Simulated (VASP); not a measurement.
# ZnS: convergence, vacuum levels of a slab or layer

ZnS, slab, 8 atoms in the cell. PBE; PAW potentials Zn, S (PBE set). VASP 6.6.1.

Wanted: face levels within 0.04 eV; energy within 2 meV/atom; forces within 0.02 eV/Å.

Crystal: ZnS, P6_3mc; Face: (0 0 1); Atomic planes: 8; Dipole correction: yes.

Face levels: vacuum level at each face, counted from the Fermi level.

POSCAR of the starting run:
```
ZnS
1.0
    3.8440133509      0.0000000000      0.0000000000
   -1.9220066754      3.3290132143      0.0000000000
    0.0000000000      0.0000000000     25.2459570802
Zn S
4 4
Direct
    0.6666666700      0.3333333300      0.3284162375
    0.3333333300      0.6666666700      0.4532517351
    0.6666666700      0.3333333300      0.5780872327
    0.3333333300      0.6666666700      0.7029227303
    0.6666666700      0.3333333300      0.4219127673
    0.3333333300      0.6666666700      0.2970772697
    0.6666666700      0.3333333300      0.6715837625
    0.3333333300      0.6666666700      0.5467482649
```

The series start from vacuum (Å): 15; correction: LDIPOL, IDIPOL 3, DIPOL, AMIN 0.01; k spacing (1/Å): 0.3; Cutoff ENCUT (eV): 360; SCF threshold EDIFF (eV): 1e-6; PREC: Accurate; LREAL: .FALSE.; ALGO: Normal. Each series keeps the choices made before it, and each single choice may use up half of a tolerance.

## Vacuum (Å)

| Vacuum (Å) | Face levels, largest deviation (eV) | Energy less reference (meV/atom) | Forces, largest deviation (eV/Å) | SCF iterations | Time (s) |
|---|---|---|---|---|---|
| 6 | 0.325 | -0.4 | 0.028 | 21 | 11 |
| 8 | 0.095 | 0.1 | 0.003 | 39 | 21 |
| 10 | 0.014 | -0.1 | 0.002 | 26 | 15 |
| 12 | 0.016 | -0.1 | 0.007 | 36 | 23 |
| 15 | 0.007 | -0.1 | 0.003 | 30 | 21 |
| 20 | 0.013 | -0.1 | 0.001 | 39 | 32 |
| 25 (reference) | 0.000 | 0.0 | 0.000 | 39 | 38 |

Chosen: 10, the loosest value from which every tighter one stays within half of the tolerance.

## Correction

| Correction | Face levels, largest deviation (eV) | Energy less reference (meV/atom) | Forces, largest deviation (eV/Å) | SCF iterations | Time (s) |
|---|---|---|---|---|---|
| LDIPOL, IDIPOL 3, DIPOL, AMIN 0.01 | 0.000 | 0.0 | 0.000 | 26 | 15 |
| LDIPOL, default AMIN | 0.003 | 0.0 | 0.004 | 39 | 22 |
| LDIPOL, no DIPOL | no result | no result | no result | 150 | 90 |
| IDIPOL 3 alone (energy only) | 1.907 | 18.9 | 0.077 | 38 | 22 |
| kernel truncation, coarsened | 0.154 | 0.3 | 0.001 | 38 | 27 |
| kernel truncation, full padding | 0.003 | 0.3 | 0.002 | 39 | 28 |

Chosen: LDIPOL, IDIPOL 3, DIPOL, AMIN 0.01; no other choice that stays within half of the tolerance saves 30 % of the time.

## k spacing (1/Å)

| k spacing (1/Å) | Face levels, largest deviation (eV) | Energy less reference (meV/atom) | Forces, largest deviation (eV/Å) | SCF iterations | Time (s) |
|---|---|---|---|---|---|
| 0.6 | 0.129 | 7.8 | 0.046 | 29 | 12 |
| 0.45 | 0.023 | 1.1 | 0.009 | 26 | 14 |
| 0.3 | 0.017 | -1.5 | 0.011 | 26 | 15 |
| 0.22 | 0.024 | 0.6 | 0.044 | 25 | 18 |
| 0.16 (reference) | 0.000 | 0.0 | 0.000 | 25 | 25 |

Chosen: 0.16; the next looser run is off by more than half of the tolerance, so convergence isn't shown beyond this value.

## Cutoff ENCUT (eV)

| Cutoff ENCUT (eV) | Face levels, largest deviation (eV) | Energy less reference (meV/atom) | Forces, largest deviation (eV/Å) | SCF iterations | Time (s) |
|---|---|---|---|---|---|
| 220 | 0.027 | 83.8 | 0.017 | 25 | 15 |
| 280 | 0.002 | 4.8 | 0.007 | 25 | 20 |
| 320 | 0.002 | 0.7 | 0.002 | 24 | 22 |
| 360 | 0.001 | 0.8 | 0.002 | 25 | 25 |
| 410 | 0.001 | 0.5 | 0.002 | 25 | 42 |
| 500 (reference) | 0.000 | 0.0 | 0.000 | 25 | 49 |

Chosen: 320.

## SCF threshold EDIFF (eV)

| SCF threshold EDIFF (eV) | Face levels, largest deviation (eV) | Energy less reference (meV/atom) | Forces, largest deviation (eV/Å) | SCF iterations | Time (s) |
|---|---|---|---|---|---|
| 0.001 | 0.074 | 0.1 | 0.109 | 14 | 14 |
| 0.0001 | 0.047 | 0.1 | 0.020 | 16 | 16 |
| 1e-5 | 0.002 | 0.0 | 0.002 | 24 | 22 |
| 1e-6 | 0.001 | 0.0 | 0.002 | 24 | 22 |
| 1e-7 (reference) | 0.000 | 0.0 | 0.000 | 28 | 26 |

Chosen: 1e-5.

## PREC

| PREC | Face levels, largest deviation (eV) | Energy less reference (meV/atom) | Forces, largest deviation (eV/Å) | SCF iterations | Time (s) |
|---|---|---|---|---|---|
| Accurate | 0.000 | 0.0 | 0.000 | 24 | 22 |
| Normal | 0.001 | -0.1 | 0.006 | 24 | 15 |

Chosen: Normal, the fastest of those that stay within half of the tolerance.

## LREAL

| LREAL | Face levels, largest deviation (eV) | Energy less reference (meV/atom) | Forces, largest deviation (eV/Å) | SCF iterations | Time (s) |
|---|---|---|---|---|---|
| .FALSE. | 0.000 | 0.0 | 0.000 | 24 | 15 |
| Auto | 0.000 | -0.1 | 0.005 | 24 | 15 |

Chosen: .FALSE..

## ALGO

| ALGO | Face levels, largest deviation (eV) | Energy less reference (meV/atom) | Forces, largest deviation (eV/Å) | SCF iterations | Time (s) |
|---|---|---|---|---|---|
| Normal | 0.000 | 0.0 | 0.000 | 24 | 15 |
| Fast | 0.001 | 0.0 | 0.001 | 24 | 14 |
| All | 0.022 | 0.0 | 0.037 | 45 | 36 |

Chosen: Normal.

## All choices together

| Input | Face levels, largest deviation (eV) | Energy less reference (meV/atom) | Forces, largest deviation (eV/Å) | Time (s) |
|---|---|---|---|---|
| starting input without the dipole correction (naive) | 1.842 | -7.0 | 0.054 | 23 |
| chosen settings | 0.025 | 0.4 | 0.008 | 15 |
| reference settings throughout | 0.000 | 0.0 | 0.000 | 192 |

The chosen settings stay within the tolerance of the reference run, but the reference itself isn't shown to be converged in: k spacing (1/Å).

Values of the reference run: Face levels: 3.156, 7.188 eV.

## The input

INCAR:
```
  PREC = Normal
  ENCUT = 320
  EDIFF = 1E-5
  ISMEAR = 0
  SIGMA = 0.1
  LREAL = False
  LASPH = True
  ALGO = Normal
  NELM = 150
  LWAVE = False
  LCHARG = False
  GGA = PE
  KPAR = 4
  LVHAR = True
  LVACPOTAV = True
  LDIPOL = True
  IDIPOL = 3
  DIPOL = 0.5 0.5 0.5
  AMIN = 0.01
```

KPOINTS:
```
Automatic mesh
0
Gamma
  12 12 1
  0 0 0
```

POSCAR:
```
ZnS
1.0
    3.8440133509      0.0000000000      0.0000000000
   -1.9220066754      3.3290132143      0.0000000000
    0.0000000000      0.0000000000     20.2459570802
Zn S
4 4
Direct
    0.6666666700      0.3333333300      0.2860414162
    0.3333333300      0.6666666700      0.4417066487
    0.6666666700      0.3333333300      0.5973718811
    0.3333333300      0.6666666700      0.7530371135
    0.6666666700      0.3333333300      0.4026281189
    0.3333333300      0.6666666700      0.2469628865
    0.6666666700      0.3333333300      0.7139585838
    0.3333333300      0.6666666700      0.5582933513
```

Commands:
```
cat potpaw_PBE.64/Zn/POTCAR potpaw_PBE.64/S/POTCAR > POTCAR
mpirun -np 4 vasp_std > vasp.out
```

Limits: The program found no field-free region, so the vacuum level is rough.

The chosen input took VASP 6.6.1 15 s on 4 cores (Intel Xeon 6975P-C (Granite Rapids)), a shared host.

## An input that fails: centre for the dipole put into the vacuum's far side

The electronic loop stops at its limit of 150 steps.

Changes against the starting input:
```
- DIPOL = 0.5 0.5 0.5
+ DIPOL = 0.5 0.5 0.0
```
